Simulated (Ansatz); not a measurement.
## Bi$_{2}$Te$_{3}$: frozen-core PAW against all-electron methods

```xyz
5
Lattice="2.2085 1.2751 9.6483 -2.2085 1.2751 9.6483 0.0000 -2.5502 9.6483" Properties=species:S:1:pos:R:3 pbc="T T T"
Bi    0.0000    0.0000   23.5032
Bi    0.0000    0.0000   11.6358
Te    0.0000    0.0000   17.6853
Te    0.0000    0.0000    5.7890
Te    0.0000    0.0000    0.0000
```

Atom numbers follow the list: Bi1, Bi2, Te3, Te4, Te5.

The geometry is COD entry 9012858, unchecked; take it as a test cell. The listed cell was then made from it by scaling, straining or moving an atom.

Spin–orbit coupling is left out, though it moves levels of the heavy atoms by tenths of an eV or more.

Methods: DFT, PBE, PAW with Ansatz's default frozen-core files, scalar-relativistic (Ansatz 0.2.0); DFT, PBE, all-electron PAW with datasets made for the crystal, scalar-relativistic (Ansatz 0.2.0); DFT, PBE, all-electron LAPW, scalar-relativistic (Ansatz 0.2.0).

For PAW: a Γ-centred 8×8×8 k mesh, Fermi–Dirac smearing of 0.08 eV, cutoff 420 eV, no spin polarisation. The crystal-made all-electron datasets (AE datasets) take a cutoff of 240 eV at this cell. LAPW targets a basis error of 1 meV/atom. The Ansatz runs share mesh, smearing and spin set-up. Plane-wave (PAW) pressures include the program's estimate of the Pulay term.

Stress and pressure are positive in compression.

| quantity | PAW | AE datasets | LAPW |
| --- | --- | --- | --- |
| pressure (GPa) | 3.42 | 3.44 | 3.44 |
| stress xx (GPa) | 3.53 | 3.54 | 3.54 |
| stress zz (GPa) | 3.22 | 3.23 | 3.24 |
| force on Bi1, z (eV/Å) | -1.010 | -1.011 | -1.010 |
| force on Bi2, z (eV/Å) | -0.345 | -0.345 | -0.345 |
| force on Te3, z (eV/Å) | -0.861 | -0.862 | -0.862 |
| force on Te4, z (eV/Å) | 0.986 | 0.987 | 0.987 |

PAW's pressure differs from the LAPW value by about 0.01 GPa or less.
